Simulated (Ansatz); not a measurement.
## BP

Level of theory: DFT, PBE, scalar-relativistic, no spin polarisation; plane waves to 420 eV with PAW datasets (Ansatz 0.2.0), Γ-centred 12×12×12 mesh, 0.05 eV Gaussian smearing; PAW files: Ansatz's generated set soft_2.

```
B P
1.0
     0.00000    2.27421    2.27421
     2.27421    0.00000    2.27421
     2.27421    2.27421    0.00000
B P
1 1
Cartesian
  0.0000 0.0000 0.0000
  3.4113 3.4113 3.4113
```

The chain of runs began from a cell as deposited in COD, expanded in volume.

The run above is the reference. The same cell was run again with other input settings; several of them aren't fit for production, so the rows show the settings' effect and aren't properties of the material.

| keys changed | outcome | ΔE (meV/atom) | P (GPa) | gap on the mesh (eV) | cell moment (μB) | largest force component (eV/Å) | SCF iterations | rough core-seconds | new warnings |
| --- | --- | --- | --- | --- | --- | --- | --- | --- | --- |
| none (reference) | converged | 0.0 | 0.0 | 1.25 | – | 0.000 | – | – | – |
| basis.ecutwfc: 420 → "500 eV" | converged | -0.9 | 0.0 | 1.25 | – | 0.000 | 6 | 1.8 | – |
| hamiltonian.xc: "pbe" → "rpbe"; kpoints.mp_grid.grid: [12, 12, 12] → [15, 15, 15]; crystal.symmetry: {"detect": false} | converged | – | 2.8 | 1.28 | – | 0.000 | 6 | 50 | – |
| kpoints.mp_grid.grid: [12, 12, 12] → [18, 18, 18]; hamiltonian.pseudopotentials: {"kind": "paw", "source": "jth"} | converged | – | 0.4 | 1.27 | – | 0.000 | 7 | 5 | cutoff below recommended; radial quadrature taken |
| scf.convergence.dr2_threshold: 1e-08; scf.n_extra_bands: 32 | converged | 0.0 | 0.0 | 1.25 | – | 0.000 | 6 | 3 | stress scf threshold loose |
| scf.algorithm: "density_mixing" | converged | 0.0 | 0.0 | 1.25 | – | 0.000 | 6 | 1.7 | – |

These changes also left energy (to 0.1 meV/atom), pressure, gap, moment and forces as in the reference: scf.algorithm: "density_mixing" | scf.occupations.method: "gaussian" → "fermi_dirac"; scf.occupations.width: 0.05 → 0.005; accuracy: "low" | crystal.symmetry: {"detect": false}.

ΔE is the energy with the smearing extrapolated to zero. It is left out where the change alters the Hamiltonian or the spin treatment. The varied runs start from atomic densities (corrected by the program's trained start where that serves), with the default search for lower states unless a row changes it.

**Question.** What happens with these changes: scf.lower_state_search: "standard"; hamiltonian.xc: "pbe" → "rpbe"; basis.xc_grid: 3?

**Answer.** outcome converged, P (GPa) 2.8, gap on the mesh (eV) 1.27, largest force component (eV/Å) 0.000, SCF iterations 6, rough core-seconds 2.6.

Changing scf.algorithm only steers the path to self-consistency, so the energy stays within 0.5 meV/atom.

Other pseudopotential files need their own cutoff; where it is too low, pressure and moments show the cutoff and not the files.

Of the reference: Kohn–Sham gaps of semilocal functionals lie under measured ones, often by a third or more.
